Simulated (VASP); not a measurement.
# ZrSe2 in VASP: relaxation of cell and atoms with revPBE+D3(BJ)

Aim: the relaxation of cell and atoms of ZrSe2 with revPBE+D3(BJ).

Program: VASP 6.6.1. These are calculated values, not measurements. Logs are shortened: lines on timing, memory, paths and dates and some standing lists are left out, and cuts for length are marked.

## Step 1: The sheet as given

The cell holds a sheet with vacuum, 3 atoms: a = 3.780 Å, b = 3.780 Å, c = 19.160 Å, α = 90.00°, β = 90.00°, γ = 120.00°.

The cell was built by a generator and needn't be a form met in nature.

## Step 2: Relaxation of cell and atoms, revPBE+D3(BJ)

The input, INCAR:

```
PREC = Accurate
ENCUT = 600
EDIFF = 1E-7
ISMEAR = 0
SIGMA = 0.03
LREAL = F
LASPH = T
NELM = 120
ALGO = Fast
ISIF = 3
LWAVE = F
LCHARG = F
GGA = RE
IVDW = 12
IBRION = 2
NSW = 60
EDIFFG = -0.005
LATTICE_CONSTRAINTS = .TRUE. .TRUE. .FALSE.
KPAR = 2
```

The input, KPOINTS:

```
Automatic mesh
0
Gamma
  12 12 1
```

The input, POSCAR:

```
ZrSe2
1.0
    3.7800000000      0.0000000000      0.0000000000
   -1.8900000000      3.2735760300      0.0000000000
    0.0000000000      0.0000000000     19.1600000000
Se Zr
2 1
Direct
    0.3333330000      0.6666670000      0.4175365300
    0.6666670000      0.3333330000      0.5824634700
    0.0000000000      0.0000000000      0.5000000000
```

Potentials or basis: VASP PAW PBE potentials, release 64 (Se, Zr_sv).

Launch:

```bash
cat potpaw_PBE.64/Se/POTCAR potpaw_PBE.64/Zr_sv/POTCAR > POTCAR
mpirun -np 2 vasp_std > vasp.out
```

OUTCAR:

```text
PREC = Accurate
   ENCUT = 600
   EDIFF = 1E-7
   ISMEAR = 0
   LREAL = F
   LASPH = T
   NELM = 120
   ISIF = 3
   GGA = RE
   IVDW = 12
   IBRION = 2
   NSW = 60
   EDIFFG = -0.005
 IVDW          = 12

 ion  position               nearest neighbor table
   1  0.333  0.667  0.418-   3 2.69   3 2.69   3 2.69
   2  0.667  0.333  0.582-   3 2.69   3 2.69   3 2.69
   3  0.000  0.000  0.500-   1 2.69   2 2.69   2 2.69   1 2.69   2 2.69   1 2.69

  LATTYP: Found a hexagonal cell.
 ALAT       =     3.7800000000
 C/A-ratio  =     5.0687830688

  Lattice vectors:

 A1 = (   3.7800000000,   0.0000000000,   0.0000000000)
 A2 = (  -1.8900000000,   3.2735760300,   0.0000000000)
 A3 = (   0.0000000000,   0.0000000000,  19.1600000000)

Analysis of symmetry for initial positions (statically):
=====================================================================
 Subroutine PRICEL returns:
 Original cell was already a primitive cell.

 Routine SETGRP: Setting up the symmetry group for a
 hexagonal supercell.

 Subroutine GETGRP returns: Found 12 space group operations
 (whereof 12 operations were pure point group operations)
 out of a pool of 24 trial point group operations.

The static configuration has the point symmetry D_3d.

Analysis of symmetry for dynamics (positions and initial velocities):
=====================================================================
 Subroutine PRICEL returns:
 Original cell was already a primitive cell.

 Routine SETGRP: Setting up the symmetry group for a
 hexagonal supercell.

 Subroutine GETGRP returns: Found 12 space group operations
 (whereof 12 operations were pure point group operations)
 out of a pool of 24 trial point group operations.

The dynamic configuration has the point symmetry D_3d.

 Subroutine INISYM returns: Found 12 space group operations
 (whereof 12 operations are pure point group operations),
 and found     1 'primitive' translations

----------------------------------------------------------------------------------------

                                     Primitive cell

  volume of cell :     237.0881

  direct lattice vectors                    reciprocal lattice vectors
     3.780000000  0.000000000  0.000000000     0.264550265  0.152738166  0.000000000
    -1.890000000  3.273576030  0.000000000     0.000000000  0.305476333  0.000000000
[... 45 lines left out ...]
  0.083333  0.000000  0.000000      6.000000
  0.166667  0.000000  0.000000      6.000000
  0.250000  0.000000  0.000000      6.000000
  0.333333  0.000000  0.000000      6.000000
  0.416667  0.000000  0.000000      6.000000
[... 11 lines left out ...]
  0.333333  0.250000  0.000000     12.000000
  0.333333  0.333333  0.000000      2.000000
   k-points           NKPTS =     19   k-points in BZ     NKDIM =     19   number of bands    NBANDS=     16
   number of dos      NEDOS =    301   number of ions     NIONS =      3
   total plane-waves  NPLWV = 144000
   dimension x,y,z NGX =    30 NGY =   30 NGZ =  160
   dimension x,y,z NGXF=    60 NGYF=   60 NGZF=  320
   ions per type =               2   1
   NGX,Y,Z   is equivalent  to a cutoff of  13.19, 13.19, 13.88 a.u.
   NGXF,Y,Z  is equivalent  to a cutoff of  26.39, 26.39, 27.77 a.u.
 SYSTEM =  unknown system
   PREC   = accura    normal or accurate (medium, high low for compatibility)
   ISTART =      0    job   : 0-new  1-cont  2-samecut
   ICHARG =      2    charge: 1-file 2-atom 10-const
   ISPIN  =      1    spin polarized calculation?
   LNONCOLLINEAR =      F non collinear calculations
   LSORBIT =      F    spin-orbit coupling
   LASPH  =      T    aspherical Exc in radial PAW
   ENCUT  =  600.0 eV  44.10 Ry    6.64 a.u.   7.55  7.55 38.27*2*pi/ulx,y,z
   NELM   =    120;   NELMIN=  2; NELMDL= -5     # of ELM steps
   EDIFF  = 0.1E-06   stopping-criterion for ELM
   LREAL  =      F    real-space projection
   EDIFFG = -.5E-02   stopping-criterion for IOM
   NSW    =     60    number of steps for IOM
   IBRION =      2    ionic relax: 0-MD 1-quasi-New 2-CG
   NFREE  =      1    steps in history (QN), initial steepest desc. (CG)
   ISIF   =      3    stress and relaxation
   ISYM   =      2    0-nonsym 1-usesym 2-fastsym
   POTIM  = 0.5000    time-step for ionic-motion
   TEBEG  =    0.0;   TEEND  =   0.0 temperature during run
   PSTRESS=    0.0 pullay stress
   NELECT =      24.0000    total number of electrons
   NUPDOWN=      -1.0000    fix difference up-down
   EMIN   =  10.00;   EMAX   =-10.00  energy-range for DOS
   EFERMI =   0.00;   METHOD = LEGACY
   ISMEAR =     0;   SIGMA  =   0.03  broadening in eV -4-tet -1-fermi 0-gaus
   EFERMI_NEDOS =   21; number of points for ismear=-14 and -15
   IALGO  =     68    algorithm
   IMIX   =      4    mixing-type and parameters
     AMIX     =   0.40;   BMIX     =  1.00
     AMIX_MAG =   1.60;   BMIX_MAG =  1.00
  volume/ion in A,a.u.               =      79.03       533.32
  Fermi-wavevector in a.u.,A,eV,Ry     =   0.762972  1.441808  7.920311  0.582126
  Thomas-Fermi vector in A             =   1.862551
   LORBIT       =      0    0 simple, 1 ext, 2 COOP (PROOUT), +10 PAW based schemes
   GGA     = RE    functional components
   LHFCALC =     F    Hartree Fock is set to
   AEXX    =    0.0000 exact exchange contribution
   IVDW    =    12    specifies the selected vdW correction
   LEPSILON=     F    determine dielectric tensor
   LRPA    =     F    only Hartree local field effects (RPA)
 conjugate gradient relaxation of ions
 non-spin polarized calculation
 RMM-DIIS sequential band-by-band and
 Gauss-broadening in eV      SIGMA  =   0.03
  energy-cutoff  :      600.00
  volume of cell :      237.09
 maximum number of plane-waves:      7965
   NGX = 15   NGY = 15   NGZ = 77

--------------------------------------- Ionic step        1  -------------------------------------------

 number of electron      24.0000001 magnetization

 Free energy of the ion-electron system (eV)
  ---------------------------------------------------
  ext. energy  EPLUGINS =         0.00000000
  ---------------------------------------------------
  free energy    TOTEN  =       -18.75116851 eV

  energy without entropy =      -18.75116851  energy(sigma->0) =      -18.75116851

------------------------ aborting loop because EDIFF is reached ----------------------------------------

 Edisp (eV)   -1.57393

 E8    (eV) :    -1.1518
[... 196 lines left out ...]
--------------------------------------- Ionic step        6  -------------------------------------------

 number of electron      24.0000000 magnetization

 Free energy of the ion-electron system (eV)
  ---------------------------------------------------
  ext. energy  EPLUGINS =         0.00000000
  ---------------------------------------------------
  free energy    TOTEN  =       -18.73148540 eV

  energy without entropy =      -18.73148540  energy(sigma->0) =      -18.73148540

 E-fermi :  -2.0248     XC(G=0):  -3.6307

 val. band max:       -2.1653227877   @ k =   0.0000   0.0000   0.0000
 cond. band min:      -1.8169925097   @ k =   0.5000   0.0000   0.0000
 fundamental gap:      0.3483302779
 Fermi energy:        -2.0247927615

 k-point     1 :       0.0000    0.0000    0.0000
  band No.  band energies     occupation
      1     -51.6488      2.00000
      2     -29.6933      2.00000
      3     -29.5766      2.00000
      4     -29.5766      2.00000
      5     -15.2163      2.00000
      6     -14.3423      2.00000
[... 384 lines left out ...]
  FREE ENERGIE OF THE ION-ELECTRON SYSTEM (eV)
  ---------------------------------------------------
  free  energy   TOTEN  =       -20.3322581796 eV

  energy  without entropy=      -20.3322581796  energy(sigma->0) =      -20.33225818

 reached required accuracy - stopping structural energy minimisation
```

CONTCAR:

```text
ZrSe2
   1.00000000000000
     3.7409069438576612   -0.0000000000000000    0.0000000000000000
    -1.8704534719288306    3.2397204501543846    0.0000000000000000
     0.0000000000000000    0.0000000000000000   19.1600000000000001
  Se              Zr
     2     1
Direct
     0.3333330000000032    0.6666669999999968    0.4162410318041609
     0.6666669999999968    0.3333330000000032    0.5837589681958391
     0.0000000000000000    0.0000000000000000    0.5000000000000000

  0.00000000E+00  0.00000000E+00  0.00000000E+00
  0.00000000E+00  0.00000000E+00  0.00000000E+00
  0.00000000E+00  0.00000000E+00  0.00000000E+00
```

It took 6 min on 2 MPI ranks of Intel Xeon Platinum 8488C (Sapphire Rapids), shared host; peak memory 0.45 GiB.

What came out:

```yaml
Free_energy: -20.3323 eV
Relaxed_volume: 77.40 Å³/atom
Relaxed_cell: a = 3.741 Å, b = 3.741 Å, c = 19.160 Å, α = 90.00°, β = 90.00°, γ = 120.00°
Space_group_after_relaxing_to_0.05_Å: P-3m1 (No. 164)
Energy_gained_by_relaxing: 2.4 meV/atom
Ionic_steps: 6
Band_gap_on_the_k_mesh: 0.35 eV, indirect (least direct gap 1.11 eV)
Dispersion_energy_per_atom: -0.534 eV
```

The path:
| step | energy change (eV) | largest force (eV/Å) | pressure (GPa) | volume (Å³) |
| --- | --- | --- | --- | --- |
| 1 | 0.0000 | 0.0797 | -0.17 | 237.09 |
| 2 | -0.0037 | 0.1809 | 0.20 | 233.31 |
| 3 | -0.0038 | 0.1687 | 0.16 | 233.75 |
| 4 | -0.0061 | 0.0967 | 0.09 | 233.09 |
| 5 | -0.0071 | 0.0081 | -0.01 | 232.12 |
| 6 | -0.0072 | 0.0013 | 0.00 | 232.21 |

Final structure:
```yaml
crystal:
  lattice:
    - [3.74091, 0.00000, 0.00000]
    - [-1.87045, 3.23972, 0.00000]
    - [0.00000, 0.00000, 19.16000]
  atoms:
    - { symbol: Se, position: [0.33333, 0.66667, 0.41624] }
    - { symbol: Se, position: [0.66667, 0.33333, 0.58376] }
    - { symbol: Zr, position: [0.00000, 0.00000, 0.50000] }
```

Caveat: the PAW data sets were made with another functional, which shifts forces and pressure a little.
